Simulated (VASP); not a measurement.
Crystal: InP.

```xyz
2
Lattice="0.0000 2.9305 2.9305 2.9305 0.0000 2.9305 2.9305 2.9305 0.0000" Properties=species:S:1:pos:R:3 pbc="T T T"
In    0.0000    0.0000    0.0000
P     1.4652    1.4652    1.4652
```

| Item | Value |
| --- | --- |
| Program | VASP 6.6.1 |
| Task | relaxation of cell and atoms |
| Functional | PBE |
| Potentials or basis | VASP PAW PBE potentials, release 64 (In, P) |
| Cutoff | 300 eV |
| k mesh | 4 × 4 × 4 |
| Occupations | gaussian, width 0.03 eV |
| Spin | no spin polarisation |

At the start: pressure 5.2 GPa; volume 25.17 Å³/atom.

Question: Where does the relaxation end?

Answer: Over 3 steps the energy falls by 28.1 meV/atom and the volume is 27.01 Å³/atom (+7.3 %); space group F-43m (No. 216, to 0.05 Å).

The path:
```
step  energy change (eV)  largest force (eV/Å)  pressure (GPa)  volume (Å³)
   1              0.0000                0.0000            5.22        50.33
   2             -0.0352                0.0000           -2.53        56.54
   3             -0.0561                0.0000            0.01        54.03
```

Final structure:
```cif
data_structure
_symmetry_space_group_name_H-M 'P 1'
_symmetry_Int_Tables_number 1
_cell_length_a 4.2434
_cell_length_b 4.2434
_cell_length_c 4.2434
_cell_angle_alpha 60.000
_cell_angle_beta 60.000
_cell_angle_gamma 60.000
_cell_volume 54.03
loop_
_atom_site_label
_atom_site_type_symbol
_atom_site_fract_x
_atom_site_fract_y
_atom_site_fract_z
_atom_site_occupancy
In1 In 0.00000 0.00000 0.00000 1
P1 P 0.25000 0.25000 0.25000 1
```

Caveat: the k mesh is coarse (spacing up to 0.46 Å⁻¹), so the values aren't converged; the cutoff is under 1.25 times the usual one of these potentials, so pressure, stress and relaxed cells hold a basis-set (Pulay) error.
